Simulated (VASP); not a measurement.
# HfO2 with PBE: from relaxation to properties

Wanted: the relaxed cell of HfO2 and its properties. The steps: relaxing cell and atoms (PBE), second relaxation, density, ELF and potential (PBE), band structure (PBE), density of states (PBE), volume scan with PBE, fit for PBE and relaxing the atoms (PBE), changed input. The start is a computed cell from the Materials Project.

Calculated with VASP 6.6.1; PBE; plane waves and PAW (Hf_pv, O).

This is a report of a sequence of runs, with most program output left out.

**1. The starting structure**

Before any relaxation, the start is as follows. Symmetry: P4_2/nmc, No. 137, tetragonal system. The conventional cell has a = 3.558 Å, b = 3.558 Å, c = 5.172 Å, α = 90.00°, β = 90.00°, γ = 90.00°. Hf has 8 O at 2.05 to 2.37 Å nearest. Nearest to O lie 4 Hf at 2.05 to 2.37 Å. Farther neighbours and most contacts between anions are not listed.

Structure file:

```cif
data_structure
_symmetry_space_group_name_H-M 'P 1'
_symmetry_Int_Tables_number 1
_cell_length_a 3.5580
_cell_length_b 3.5580
_cell_length_c 5.1719
_cell_angle_alpha 90.000
_cell_angle_beta 90.000
_cell_angle_gamma 90.000
_cell_volume 65.47
loop_
_atom_site_label
_atom_site_type_symbol
_atom_site_fract_x
_atom_site_fract_y
_atom_site_fract_z
_atom_site_occupancy
Hf1 Hf 0.50000 0.50000 0.50000 1
Hf2 Hf 0.00000 0.00000 0.00000 1
O3 O 0.00000 0.50000 0.69721 1
O4 O 0.50000 0.00000 0.80279 1
O5 O 0.50000 0.00000 0.30279 1
O6 O 0.00000 0.50000 0.19721 1
```

**2. Relaxing cell and atoms (PBE)**

The start need not lie at this functional's minimum. ISIF = 3 frees volume, shape and positions, and EDIFFG sets the threshold on forces and stress at which the search stops. PBE, the usual starting point, adds the gradient of the density.

The input, INCAR:

```
SYSTEM = HfO2
PREC = Accurate
ENCUT = 520
EDIFF = 1E-06
NELM = 100
ISMEAR = 0
SIGMA = 0.05
LREAL = .FALSE.
ALGO = Normal
GGA = PE
NBANDS = 28
LASPH = .TRUE.
LORBIT = 11
LWAVE = .FALSE.
LCHARG = .FALSE.
KPAR = 4
IBRION = 2
NSW = 60
ISIF = 3
EDIFFG = -0.01
```

The input, POSCAR:

```
HfO2
1.0
    3.5580193300      0.0000000000      0.0000000000
    0.0000000000      3.5580193300      0.0000000000
    0.0000000000      0.0000000000      5.1718612100
Hf O
2 4
Direct
    0.5000000000      0.5000000000      0.5000000000
    0.0000000000      0.0000000000      0.0000000000
    0.0000000000      0.5000000000      0.6972078800
    0.5000000000      0.0000000000      0.8027921200
    0.5000000000      0.0000000000      0.3027921200
    0.0000000000      0.5000000000      0.1972078800
```

The input, KPOINTS:

```
Automatic mesh
0
Gamma
6 6 4
0 0 0
```

Potentials, in the order of the species: Hf_pv and O (PBE family, release 64).

The run is started by

```console
$ mpirun -np 4 vasp_std
```

Run time: 41 s. Hardware: 4 MPI ranks of AMD EPYC 9R45, shared host; peak memory 0.75 GiB.

The gap is read on the k-mesh alone, so it is an upper bound where the band edges lie off the mesh. Harder data sets than Hf_pv exist (the GW ones), and pressures, volumes and forces can shift noticeably with them. The run keeps the 16 symmetry operations of its start, so it cannot find a distortion of lower symmetry.

Step by step:

```
step  energy less that of the first step (eV)  largest force (eV/Å)  pressure (GPa)  volume (Å³)
   1                                   0.0000                0.0991            6.53        65.47
   2                                   0.0469                0.2506           -9.00        69.78
   3                                  -0.0329                0.0467           -0.10        67.12
   4                                  -0.0329                0.0438            0.12        67.08
   5                                  -0.0333                0.0398            0.12        67.11
   6                                  -0.0340                0.0271            0.10        67.22
   7                                  -0.0333                0.0019            0.08        67.43
   8                                  -0.0341                0.0205            0.08        67.27
   9                                  -0.0343                0.0094           -0.05        67.34
  10                                  -0.0344                0.0031           -0.14        67.38
```

```
conventional cell, symmetrised  before  after  change
                         a (Å)   3.558  3.589  +0.9 %
                         b (Å)   3.558  3.589  +0.9 %
                         c (Å)   5.172  5.230  +1.1 %
              volume (Å³/atom)   10.91  11.23  +2.9 %
```

The atoms that moved most (Å, as changes of fractional coordinates times the final cell):

```
atom     dx     dy      dz  length
  O5  0.000  0.000   0.012   0.012
  O6  0.000  0.000  -0.012   0.012
  O3  0.000  0.000  -0.012   0.012
  O4  0.000  0.000   0.012   0.012
```

The relaxed structure:

```
Hf O
1.0
     3.58938    0.00000    0.00000
     0.00000    3.58938    0.00000
     0.00000    0.00000    5.22959
Hf O
2 4
Direct
  0.50000 0.50000 0.50000
  0.00000 0.00000 0.00000
  0.00000 0.50000 0.69486
  0.50000 0.00000 0.80514
  0.50000 0.00000 0.30514
  0.00000 0.50000 0.19486
```

A gap read on the k-mesh alone can miss the band edges.

Numbers from this step:

| Item | Value |
| --- | --- |
| electrons | 44 |
| bands | 28 |
| irreducible k-points | 30 |
| symmetry operations | 16 |
| free energy (TOTEN) | -60.6998 eV |
| Fermi energy | 3.568 eV |
| pressure | -0.1357 GPa |
| metallic | no |
| valence top at k | 0, 0, 0.5 |
| conduction bottom at k | 0, 0, 0 |
| least direct gap at k | 0, 0, 0 |
| SCF cycles over all ionic steps | 79 |
| gap on the k-mesh | 4.681 eV |
| least direct gap on the k-mesh | 4.754 eV |

It ends with a largest force of 0.003 eV/Å and a pressure of -0.14 GPa.

**3. Second relaxation**

The basis stayed that of the start cell while the cell moved. A rerun from the cell reached resets it; the error of the finite cutoff stays.

INCAR is that of step 2.

The input, POSCAR:

```
HfO2
1.0
    3.5893834802      0.0000000000      0.0000000000
    0.0000000000      3.5893834802      0.0000000000
    0.0000000000      0.0000000000      5.2295948653
Hf O
2 4
Direct
    0.5000000000      0.5000000000      0.5000000000
    0.0000000000      0.0000000000      0.0000000000
    0.0000000000      0.5000000000      0.6948618607
    0.5000000000      0.0000000000      0.8051381393
    0.5000000000      0.0000000000      0.3051381393
    0.0000000000      0.5000000000      0.1948618607
```

KPOINTS is that of step 2.

The run is started by

```console
$ mpirun -np 4 vasp_std
```

It took 7 s on 4 MPI ranks; peak memory 0.7 GiB; 26 s of CPU time.

Little changed from the start: no atom moved by 0.005 Å and no cell edge by 0.1 %.

This step gave:

```
free energy (TOTEN)             : -60.7027 eV
pressure                        : -0.1177 GPa
SCF cycles over all ionic steps : 14
```

It ends with a largest force of 0.003 eV/Å and a pressure of -0.12 GPa. The volume moved by under 0.01 %: the run met its threshold at the first step.

**4. Density, ELF and potential (PBE)**

The relaxed cell gets a fresh self-consistent run, on a basis set for its own volume, to fix the density and to check the remaining stress.

Edit INCAR of step 3 so:

```diff
@@ -14,7 +14,5 @@
 LWAVE = .FALSE.
-LCHARG = .FALSE.
-KPAR = 4
-IBRION = 2
-NSW = 60
-ISIF = 3
-EDIFFG = -0.01
+LCHARG = .TRUE.
+ISIF = 2
+LELF = .TRUE.
+LVHAR = .TRUE.
```

POSCAR is that of step 3.

KPOINTS is that of step 3.

The run is started by

```console
$ mpirun -np 4 vasp_std
```

Wall time 7.2 s (4 MPI ranks); peak memory 0.44 GiB; 27 s of CPU time.

Numbers from this step:

```
SCF cycles : 14
```

Valence electrons inside each PAW sphere by angular momentum. Sphere charges, by row:

```
atom  s (e)  p (e)  d (e)  tot (e)
 Hf1  0.308  6.576  1.441    8.325
 Hf2  0.308  6.576  1.441    8.325
  O3  1.562  3.546      0    5.108
  O4  1.562  3.546      0    5.108
  O5  1.562  3.546      0    5.108
  O6  1.562  3.546      0    5.108
```

ELF in the ac plane at fractional y = 0.000, with atoms of Hf and O within 0.2 Å of it. It is the smooth field of the valence electrons, not physical close to the nuclei.

Ten even steps from '0' (0.01) to '9' (0.83), each cell a mean:
```
01443688852431
34435999984343
54338987896234
11149964798311
00159987898400
00147999997300
00024788864100
00001334321000
00000011100000
00012333321000
00035788875200
00258999997410
00269986898520
00269964799520
00159987898410
11137999996211
44313789862134
45631233311465
02651011102652
00451133212530
```
Columns run along a (3.6 Å), rows up along c (5.2 Å). Atoms in or near the plane, at fractional coordinates: Hf at (0.00, 0.00), O at (0.50, 0.81), O at (0.50, 0.31).

Electrostatic potential energy in the ac plane at fractional y = 0.000, with atoms of Hf and O within 0.2 Å of it. With pseudopotentials it is smooth inside the atoms' cores, unlike the true potential.

Values in eV, 20 rows by 14 columns, each cell a mean:
```
-24 -23 -19 -13  -7  -2  -1  -2  -1  -3  -9 -15 -20 -23
-21 -19 -16 -11  -6  -8 -21 -27 -18  -6  -7 -12 -17 -20
-16 -15 -12  -8  -6 -24 -45 -48 -42 -19  -5  -9 -13 -15
-10  -9  -6  -3  -6 -34 -49 -44 -49 -27  -3  -3  -7  -9
 -4  -3  -1   1  -2 -24 -46 -48 -44 -18   0   1  -1  -3
  1   2   3   3   2  -5 -22 -29 -18  -3   3   3   2   1
  4   4   4   4   4   3   2   0   2   3   4   4   4   4
  5   5   5   5   4   4   4   3   4   4   4   5   5   5
  5   5   5   4   4   4   4   4   4   4   4   5   5   5
  5   5   5   5   4   4   3   3   3   4   4   5   5   5
  5   5   5   5   4   3   1   0   1   3   4   5   5   5
  5   5   5   5   3  -4 -20 -27 -17  -2   3   5   5   5
  4   4   4   4  -1 -23 -46 -48 -43 -17   2   4   4   4
  2   3   3   3  -4 -33 -49 -45 -48 -26   0   3   3   3
 -2  -1   0   1  -2 -24 -45 -48 -42 -18   0   1   0  -1
 -9  -8  -5  -1   0  -6 -21 -28 -18  -4   0  -2  -5  -8
-14 -13 -10  -6  -1   1   0  -1   0   0  -2  -7 -11 -14
-20 -18 -15 -11  -5   0   3   3   2   0  -6 -12 -16 -19
-24 -22 -18 -13  -7  -1   3   4   2  -2  -9 -14 -19 -22
-26 -24 -20 -14  -8  -2   2   3   1  -3 -10 -16 -20 -24
```
Columns run along a (3.6 Å; values clipped at the 3rd and 97th percentile), rows up along c (5.2 Å). Atoms in or near the plane, at fractional coordinates: Hf at (0.00, 0.00), O at (0.50, 0.81), O at (0.50, 0.31).

Valence density in the ac plane at fractional y = 0.000, with atoms of Hf and O within 0.2 Å of it. It is the smooth field of the valence electrons, not physical close to the nuclei.

Values in e/Å³, 20 rows by 14 columns, each cell a mean:
```
3.4 3.1 2.2 1.1 0.6 0.6 0.8 0.9 0.8 0.6 0.6 1.3 2.4 3.2
2.7 2.3 1.5 0.8 0.8 1.4 2.3 2.7 2.1 1.2 0.7 0.9 1.7 2.4
1.4 1.1 0.7 0.6 1.1 2.6 4.8 5.9 4.4 2.2 0.9 0.6 0.8 1.2
0.3 0.3 0.3 0.5 1.2 3.3 6.4 7.7 5.9 2.8 0.9 0.4 0.3 0.3
0.1 0.1 0.2 0.3 1.0 2.5 5.1 6.3 4.6 2.1 0.7 0.3 0.2 0.1
0.1 0.1 0.1 0.2 0.5 1.2 2.4 2.9 2.1 1.1 0.4 0.2 0.1 0.1
0.0 0.0 0.1 0.1 0.2 0.5 0.7 0.8 0.7 0.4 0.2 0.1 0.1 0.0
0.0 0.0 0.0 0.1 0.1 0.2 0.3 0.3 0.3 0.2 0.1 0.1 0.0 0.0
0.0 0.0 0.0 0.1 0.1 0.1 0.2 0.2 0.2 0.1 0.1 0.1 0.0 0.0
0.0 0.0 0.0 0.1 0.1 0.2 0.3 0.3 0.3 0.2 0.1 0.1 0.0 0.0
0.0 0.0 0.1 0.1 0.2 0.5 0.7 0.8 0.7 0.4 0.2 0.1 0.1 0.0
0.0 0.0 0.1 0.2 0.5 1.2 2.2 2.7 2.0 1.0 0.4 0.2 0.1 0.0
0.0 0.1 0.1 0.3 0.9 2.4 4.9 6.1 4.4 2.0 0.7 0.2 0.1 0.1
0.1 0.1 0.1 0.3 1.1 3.2 6.3 7.7 5.7 2.6 0.8 0.3 0.1 0.1
0.1 0.1 0.2 0.3 0.9 2.5 5.0 6.2 4.5 2.1 0.7 0.3 0.1 0.1
0.3 0.2 0.2 0.3 0.6 1.3 2.3 2.9 2.1 1.1 0.5 0.3 0.2 0.3
0.9 0.8 0.5 0.3 0.4 0.6 0.8 1.0 0.8 0.5 0.3 0.4 0.6 0.8
2.4 2.1 1.4 0.6 0.3 0.3 0.3 0.3 0.3 0.2 0.3 0.7 1.5 2.2
3.3 3.1 2.2 1.0 0.3 0.2 0.2 0.2 0.2 0.2 0.4 1.2 2.4 3.2
3.5 3.3 2.5 1.2 0.4 0.3 0.3 0.3 0.3 0.3 0.5 1.5 2.7 3.4
```
Columns run along a (3.6 Å), rows up along c (5.2 Å). Atoms in or near the plane, at fractional coordinates: Hf at (0.00, 0.00), O at (0.50, 0.81), O at (0.50, 0.31).

In this run the pressure is -0.12 GPa, small enough to go on.

**5. Band structure (PBE)**

Levels along the symmetry lines show where the bands peak and cross; KPOINTS_OPT computes them in the converged potential.

The input, INCAR:

```
SYSTEM = HfO2
PREC = Accurate
ENCUT = 520
EDIFF = 1E-06
NELM = 100
ISMEAR = 0
SIGMA = 0.05
LREAL = .FALSE.
ALGO = Normal
GGA = PE
NBANDS = 38
LASPH = .TRUE.
LORBIT = 11
LWAVE = .FALSE.
LCHARG = .FALSE.
KPAR = 4
```

POSCAR is that of step 4.

KPOINTS is that of step 4.

The input, KPOINTS_OPT:

```
Line mode
16
Line-mode
Reciprocal
  0.00000000   0.00000000   0.00000000 GAMMA
  0.00000000   0.50000000   0.00000000 X

  0.00000000   0.50000000   0.00000000 X
  0.50000000   0.50000000   0.00000000 M

  0.50000000   0.50000000   0.00000000 M
  0.00000000   0.00000000   0.00000000 GAMMA

  0.00000000   0.00000000   0.00000000 GAMMA
  0.00000000   0.00000000   0.50000000 Z

  0.00000000   0.00000000   0.50000000 Z
  0.00000000   0.50000000   0.50000000 R

  0.00000000   0.50000000   0.50000000 R
  0.50000000   0.50000000   0.50000000 A

  0.50000000   0.50000000   0.50000000 A
  0.00000000   0.00000000   0.50000000 Z

  0.00000000   0.50000000   0.00000000 X
  0.00000000   0.50000000   0.50000000 R

  0.50000000   0.50000000   0.00000000 M
  0.50000000   0.50000000   0.50000000 A
```

The run is started by

```console
$ mpirun -np 4 vasp_std
```

Run time: 26 s. Hardware: 4 MPI ranks; peak memory 0.96 GiB; 1.7 min of CPU time.

Spin-orbit coupling is off here; with elements this heavy it splits and shifts levels by tenths of an eV or more.

This step gave:

```yaml
bands: 38
fermi_energy: 3.494 eV
pressure: -0.1167 GPa
least_gap_on_mesh_and_path: 4.681 eV
least_direct_gap_on_mesh_and_path: 4.754 eV
```

The electronic bands at the labelled points (eV, zero at the valence-band top; v1 is the highest filled band, c1 the lowest empty one):

```
          point     v4     v3     v2     v1    c1    c2    c3    c4
              Γ  -0.75  -0.14  -0.07  -0.07  4.68  4.69  5.89  6.06
0.47 of the way  -0.90  -0.75  -0.30  -0.06  5.08  5.40  5.65  6.05
              X  -1.40  -1.40  -0.14  -0.14  5.06  5.06  6.05  6.05
0.53 of the way  -0.69  -0.69  -0.30  -0.30  5.53  5.53  5.77  5.77
              M  -0.75  -0.75  -0.61  -0.61  5.74  5.74  6.02  6.02
0.53 of the way  -0.95  -0.40  -0.17  -0.02  5.53  5.54  5.74  5.80
              Γ  -0.75  -0.14  -0.07  -0.07  4.68  4.69  5.89  6.06
0.47 of the way  -0.98  -0.92  -0.04  -0.04  4.84  4.95  5.85  5.89
              Z  -0.68  -0.68   0.00   0.00  5.30  5.30  5.62  5.62
0.53 of the way  -1.53  -1.04  -0.82  -0.43  5.25  5.27  5.78  5.81
              R  -1.38  -1.38  -0.92  -0.92  5.18  5.18  5.56  5.56
0.53 of the way  -1.08  -1.08  -0.62  -0.62  5.62  5.62  5.89  5.89
              A  -1.43  -1.43  -0.08  -0.08  5.85  5.85  6.25  6.25
0.53 of the way  -1.38  -1.38  -0.49  -0.49  5.42  5.42  5.94  5.94
              Z  -0.68  -0.68   0.00   0.00  5.30  5.30  5.62  5.62
      jump to X  -1.40  -1.40  -0.14  -0.14  5.06  5.06  6.05  6.05
0.47 of the way  -1.58  -1.58  -0.48  -0.48  5.12  5.12  5.83  5.83
              R  -1.38  -1.38  -0.92  -0.92  5.18  5.18  5.56  5.56
      jump to M  -0.75  -0.75  -0.61  -0.61  5.74  5.74  6.02  6.02
0.47 of the way  -1.06  -1.06  -0.28  -0.28  5.80  5.80  6.12  6.12
              A  -1.43  -1.43  -0.08  -0.08  5.85  5.85  6.25  6.25
```

Of the projections kept (Hf, O), the largest for each band there; the rest of the weight can lie on other orbitals:

```
point      v4      v3      v2      v1       c1       c2       c3       c4
    Γ  O 0.81  O 0.92  O 0.99  O 0.99  Hf 0.84  Hf 1.00  Hf 0.73  Hf 1.00
    X  O 0.86  O 0.86  O 0.89  O 0.89  Hf 0.92  Hf 0.92  Hf 0.83  Hf 0.83
    M  O 0.81  O 0.81  O 0.84  O 0.84  Hf 0.71  Hf 0.71  Hf 0.96  Hf 0.96
    Γ  O 0.81  O 0.92  O 0.99  O 0.99  Hf 0.84  Hf 1.00  Hf 0.73  Hf 1.00
    Z  O 0.77  O 0.77  O 0.99  O 0.99  Hf 1.00  Hf 1.00  Hf 0.84  Hf 0.84
    R  O 0.82  O 0.82  O 0.90  O 0.90  Hf 0.97  Hf 0.97  Hf 0.94  Hf 0.94
```

The path finds the gap of the mesh within 0.02 eV, so the mesh comes close to both band edges.

**6. Density of states (PBE)**

Here the states are counted by energy and projected on the atoms. The mesh is finer than in the run before.

Edit INCAR of step 5 so:

```diff
@@ -5,3 +5,3 @@
 NELM = 100
-ISMEAR = 0
+ISMEAR = -5
 SIGMA = 0.05
@@ -16 +16,2 @@
 KPAR = 4
+NEDOS = 2001
```

POSCAR is that of step 5.

The input, KPOINTS:

```
Automatic mesh
0
Gamma
8 8 6
0 0 0
```

The run is started by

```console
$ mpirun -np 4 vasp_std
```

Elapsed: 15 s, on 4 MPI ranks; peak memory 0.93 GiB; 59 s of CPU time.

Numbers from this step:

- irreducible k-points: 60
- free energy (TOTEN): -60.7028 eV
- Fermi energy: 3.293 eV
- pressure: -0.1169 GPa

The density of states has structure finer than the step of the table below, so its rows give means over 1 eV, whole bins alone (the curve runs from -12.0 to 7.16 eV). Peaks (eV: height): total -3.6: 8.12, -1.0: 8.08, 5.5: 9.82, 5.9: 13.9; O p -4.0: 3.92, -3.6: 4.21, -1.0: 5.35, -0.3: 5.49; Hf d -4.0: 1.50, 5.5: 6.86, 5.9: 9.62; Hf p -4.0: 0.354, -3.6: 0.388, -1.7: 0.373, -1.0: 0.404; Hf s -4.6: 0.167, -3.6: 0.315, -3.0: 0.240, 5.9: 0.159.

States under -12.0 eV and over 7.2 eV are left out. Table of density of states by energy, zero at the valence-band top; means over each step; values in states/eV/cell:

```
energy (eV)    total     O p    Hf d    Hf p    Hf s      O s
         -7        0       0       0       0       0        0
         -6  0.00122  5.1e-4  1.1e-4  4.2e-6  1.3e-4        0
         -5     1.18   0.534   0.130  0.0276  0.0958  0.00527
         -4     5.89    2.92   0.959   0.265   0.166   0.0211
         -3     4.45    2.45   0.515   0.270   0.133   0.0318
         -2     3.75    2.28   0.366   0.233  0.0427   0.0335
         -1     5.94    3.95   0.512   0.289  0.0423   0.0266
          0     2.81    2.03   0.116  0.0829  0.0141  0.00972
          1        0       0       0       0       0        0
          2        0       0       0       0       0        0
          3        0       0       0       0       0        0
          4        0       0       0       0       0        0
          5     2.77   0.209    1.92  0.0338  0.0301   0.0158
          6     5.23   0.542    3.64  0.0683  0.0510   0.0220
```

The gap on this mesh is 4.68 eV. In the top eV of the valence band the largest shares in the PAW spheres are O p 70 % and Hf d 6 %; in the lowest eV of the conduction band, Hf d 69 % and O p 8 %. The rest lies in smaller channels or between the spheres.

**7. Volume scan with PBE, volume scale 0.94**

An equation of state needs energies on both sides of the minimum, all on one mesh and cutoff.

The input, INCAR:

```
SYSTEM = HfO2
PREC = Accurate
ENCUT = 520
EDIFF = 1E-06
NELM = 100
ISMEAR = 0
SIGMA = 0.05
LREAL = .FALSE.
ALGO = Normal
GGA = PE
NBANDS = 28
LASPH = .TRUE.
LORBIT = 11
LWAVE = .FALSE.
LCHARG = .FALSE.
KPAR = 4
ISIF = 2
```

Edit POSCAR of step 6 so:

```diff
@@ -2,5 +2,5 @@
 1.0
-    3.5893834802      0.0000000000      0.0000000000
-    0.0000000000      3.5893834802      0.0000000000
-    0.0000000000      0.0000000000      5.2295948653
+    3.5161101961      0.0000000000      0.0000000000
+    0.0000000000      3.5161101961      0.0000000000
+    0.0000000000      0.0000000000      5.1228384843
 Hf O
```

The input, KPOINTS:

```
Automatic mesh
0
Gamma
6 6 4
0 0 0
```

The run is started by

```console
$ mpirun -np 4 vasp_std
```

It took 7 s on 4 MPI ranks; peak memory 0.7 GiB; 26 s of CPU time.

The scan keeps the cell's shape and the fractional positions fixed.

Numbers from this step:

```
bands                          : 28
irreducible k-points           : 30
free energy (TOTEN)            : -60.4945 eV
Fermi energy                   : 4.055 eV
pressure                       : 17.04 GPa
valence top at k               : 0.1667, 0.1667, 0
gap on the k-mesh              : 4.903 eV
least direct gap on the k-mesh : 4.996 eV
```

Force by atom:

```
atom  x (eV/Å)  y (eV/Å)  z (eV/Å)   size
 Hf1     0.000     0.000     0.000  0.000
 Hf2     0.000     0.000     0.000  0.000
  O3     0.000     0.000     0.380  0.380
  O4     0.000     0.000    -0.380  0.380
  O5     0.000     0.000    -0.380  0.380
  O6     0.000     0.000     0.380  0.380
```

The pressure here is 17.04 GPa.

**8. Volume scan with PBE, volume scale 0.96**

INCAR is that of step 7.

Edit POSCAR of step 7 so:

```diff
@@ -2,5 +2,5 @@
 1.0
-    3.5161101961      0.0000000000      0.0000000000
-    0.0000000000      3.5161101961      0.0000000000
-    0.0000000000      0.0000000000      5.1228384843
+    3.5408723513      0.0000000000      0.0000000000
+    0.0000000000      3.5408723513      0.0000000000
+    0.0000000000      0.0000000000      5.1589160003
 Hf O
```

KPOINTS is that of step 7.

The run is started by

```console
$ mpirun -np 4 vasp_std
```

Run time: 7 s. Hardware: 4 MPI ranks; peak memory 0.71 GiB; 26 s of CPU time.

This step gave:

| Quantity | Value |
| --- | --- |
| free energy (TOTEN) | -60.6128 eV |
| Fermi energy | 3.886 eV |
| pressure | 10.71 GPa |
| valence top at k | 0, 0, 0.5 |
| gap on the k-mesh | 4.837 eV |
| least direct gap on the k-mesh | 4.917 eV |

Force by atom:

```
atom  x (eV/Å)  y (eV/Å)  z (eV/Å)   size
 Hf1     0.000     0.000     0.000  0.000
 Hf2     0.000     0.000     0.000  0.000
  O3     0.000     0.000     0.243  0.243
  O4     0.000     0.000    -0.243  0.243
  O5     0.000     0.000    -0.243  0.243
  O6     0.000     0.000     0.243  0.243
```

The pressure falls from 17.04 to 10.71 GPa.

The run ends at a pressure of 10.71 GPa, with forces up to 0.24 eV/Å.

**9. Volume scan with PBE, volume scale 0.98**

INCAR is that of step 8.

Edit POSCAR of step 8 so:

```diff
@@ -2,5 +2,5 @@
 1.0
-    3.5408723513      0.0000000000      0.0000000000
-    0.0000000000      3.5408723513      0.0000000000
-    0.0000000000      0.0000000000      5.1589160003
+    3.5652929323      0.0000000000      0.0000000000
+    0.0000000000      3.5652929323      0.0000000000
+    0.0000000000      0.0000000000      5.1944958556
 Hf O
```

KPOINTS is that of step 8.

The run is started by

```console
$ mpirun -np 4 vasp_std
```

It took 7 s on 4 MPI ranks; peak memory 0.71 GiB; 26 s of CPU time.

The pressure falls from 10.71 to 5.01 GPa.

The run ends at a pressure of 5.01 GPa, with forces up to 0.12 eV/Å.

(Part 1 of 2 ends here.)

[Lines on the potential files, build, host, timing and source positions are cut from VASP's logs without a mark.]

[Logs are printed without paths, hosts, clocks, repeated set-up lines and the standing remarks that a program may print on its own settings, such as how far it seeks lower states.]

[Hosts, paths, dates, database ids (printed as entryN), source tags and the programs' standing remarks are cut or masked in the printed files.]

[A measured line is paired with the nearest computed mode of its activity, which favours agreement.]
